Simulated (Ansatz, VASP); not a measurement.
GaP in VASP and in Ansatz

```
Ga P
1.0
     0.00000    2.72525    2.72525
     2.72525    0.00000    2.72525
     2.72525    2.72525    0.00000
Ga P
1 1
Direct
  0.00000 0.00000 0.00000
  0.75000 0.75000 0.75000
```

Alike in both runs: task relaxation of cell and atoms; functional BLYP; dispersion D3(BJ); k mesh 8 × 8 × 8; occupations fermi-dirac, width 0.05 eV; no spin polarisation.

|  | VASP | Ansatz |
| --- | --- | --- |
| version | VASP 6.6.1 | Ansatz 0.2.0 |
| potentials or method | VASP PAW PBE potentials, release 64 (Ga_d, P) | Ansatz PAW |
| plane-wave cutoff (eV) | 600 | 420 |
| valence electrons in the cell | 18 | 18 |

```csv
,VASP,Ansatz,Ansatz less VASP
"gap on the k mesh at the Fermi level, each at its own relaxed structure (eV)",1.67,1.67,-0.009
relaxed volume (Å³/atom),20.29,20.24,-0.047
relaxed cell length with the largest relative difference (Å),3.857,3.854,-0.0030
```

Caveats: the PAW data sets were made with another functional, which shifts forces and pressure a little (VASP); the plane-wave basis is chosen anew once the cell has moved, so the energies of steps on either side of that aren't comparable (Ansatz); the PAW data sets come from PBE, with cores solved anew for the run's functional, which leaves a small shift of forces and pressure (Ansatz). BLYP gaps usually lie below the measured ones, often by a third to a half. A k mesh can miss the band edges.
